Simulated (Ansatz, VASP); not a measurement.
**HgTe: VASP beside Ansatz**

File INCAR:

```
  PREC = Accurate
  ENCUT = 520
  EDIFF = 1E-6
  ISMEAR = -1
  SIGMA = 0.02
  LREAL = F
  LASPH = T
  NELM = 100
  ALGO = Normal
  ISIF = 2
  LWAVE = F
  LCHARG = F
  NBANDS = 16
```

Contents of KPOINTS:

```
regular mesh
0
Gamma
  4 4 4
```

POSCAR

```
HgTe
1.0
    3.7903382949      0.0000000000      0.0000000000
    0.0000000000      3.7903382949      0.0000000000
    0.0000000000      0.0000000000      3.7903382949
Hg Te
1 1
Direct
    0.0000000000      0.0000000000      0.0000000000
    0.5000000000      0.5000000000      0.5000000000
```

Input for Ansatz:

```yaml
crystal:
  lattice:
    - [3.7903382949, 0.0, 0.0]
    - [0.0, 3.7903382949, 0.0]
    - [0.0, 0.0, 3.7903382949]
  atoms:
    - { symbol: Hg, position: [0.0, 0.0, 0.0] }
    - { symbol: Te, position: [0.5, 0.5, 0.5] }
kpoints:
  mp_grid: { grid: [4, 4, 4] }
hamiltonian:
  xc: lda
scf:
  occupations: { method: fermi_dirac, width: 0.02 }
  n_extra_bands: 4
output:
  forces: true
  stress: true
  eigenvalues: true
```

Alike in both runs: task single point; functional LDA; k mesh 4 × 4 × 4; occupations fermi-dirac, width 0.02 eV; no spin polarisation.

|  | VASP | Ansatz |
| --- | --- | --- |
| version | VASP 6.6.1 | Ansatz 0.2.0 |
| potentials or method | VASP PAW LDA potentials, release 64 (Hg, Te) | plane waves |
| plane-wave cutoff (eV) | 520 | 420 |
| valence electrons in the cell | 18 | 36 |

VASP gave:

* pressure (GPa): -4.3

Q: Which values does Ansatz return?

A: Pressure (GPa): -4.5.

The two sets of potentials don't hold the same shells in valence.

Caveats: the k mesh is coarse (spacing up to 0.41 Å⁻¹), so the values aren't converged. Spin-orbit coupling is left out, which matters for the levels of Hg, Te.
